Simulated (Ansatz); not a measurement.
# TiTe2: the cost of one run

Method: plane waves, PAW, in Ansatz 0.2.0.

2 further runs of the same task are left out: 2 that didn't finish.

## 1. The structure to begin with

The structure is trigonal, space group R-3m (No. 166). Conventional cell: a = 3.775 Å, b = 3.775 Å, c = 20.606 Å, α = 90.00°, β = 90.00°, γ = 120.00°. Ti (site symmetry -3m) is surrounded by 6 Te at 2.77 Å. Te (site symmetry 3m) has 3 Ti at 2.77 Å as nearest neighbours.

Structure file:

```cif
data_structure
_symmetry_space_group_name_H-M 'P 1'
_symmetry_Int_Tables_number 1
_cell_length_a 7.2062
_cell_length_b 7.2062
_cell_length_c 7.2062
_cell_angle_alpha 30.372
_cell_angle_beta 30.372
_cell_angle_gamma 30.372
_cell_volume 84.78
loop_
_atom_site_label
_atom_site_type_symbol
_atom_site_fract_x
_atom_site_fract_y
_atom_site_fract_z
_atom_site_occupancy
Ti1 Ti 0.00000 0.00000 0.00000 1
Te1 Te 0.25060 0.25060 0.25060 1
Te2 Te 0.74940 0.74940 0.74940 1
```

The cell was relaxed beforehand with r2SCAN+rVV10; those runs aren't shown. No spin polarisation is used; should the compound be magnetic, its bands and low-energy spectrum would differ. No run includes spin-orbit coupling, which matters for Te.

## 2. PBE, anion s p, 6×6×6

input.yaml reads:

```yaml
crystal:
  lattice:
    - [1.887670735, 1.089847207, 6.8686281561]
    - [-1.887670735, 1.089847207, 6.8686281561]
    - [0.0, -2.179694414, 6.8686281561]
  atoms:
    - { symbol: Ti, position: [0.0, 0.0, 0.0] }
    - { symbol: Te, position: [0.2506047257, 0.2506047257, 0.2506047257] }
    - { symbol: Te, position: [0.7493952743, 0.7493952743, 0.7493952743] }
kpoints:
  mp_grid: { grid: [6, 6, 6] }
  band_path:
    path:
      - [[0.0, 0.0, 0.0], [0.5, 0.5, 0.5], [0.8165491598254, 0.1834508401746, 0.5]]
      - [[0.5, -0.1834508401746, 0.1834508401746], [0.5, -7.520580500338e-17, -2.34840290206e-17], [0.0, 0.0, 0.0], [0.3417254200873, -0.3417254200873, 1.802514873961e-18]]
      - [[0.6582745799127, -4.465135459038e-17, 0.3417254200873], [0.5, -2.331543484277e-17, 0.5], [0.0, 0.0, 0.0]]
    npoints: 10
hamiltonian:
  xc: pbe
scf:
  occupations: { method: fermi_dirac, width: 0.02 }
  n_extra_bands: 6
output:
  forces: false
  stress: false
  eigenvalues: true
  wannier:
    kmesh: [6, 6, 6]
    projections: [{ species: Te, l: s, shell: 5 }, { species: Te, l: p, shell: 5 }]
    minimise: true
    write_hr: true
    conv_tol: 1.0e-08
    max_iter: 3000
```

Command:

```console
$ ansatz run input.yaml --threads 4 --pin off --max-ram 3686MiB --backend cpu --events-out ev --progress --plain --runs-dir out
```

Q: Estimate wall time and peak memory on 4 threads of Arm Neoverse V2, shared host.

About 5.9 s, with a peak of 0.51 GiB.
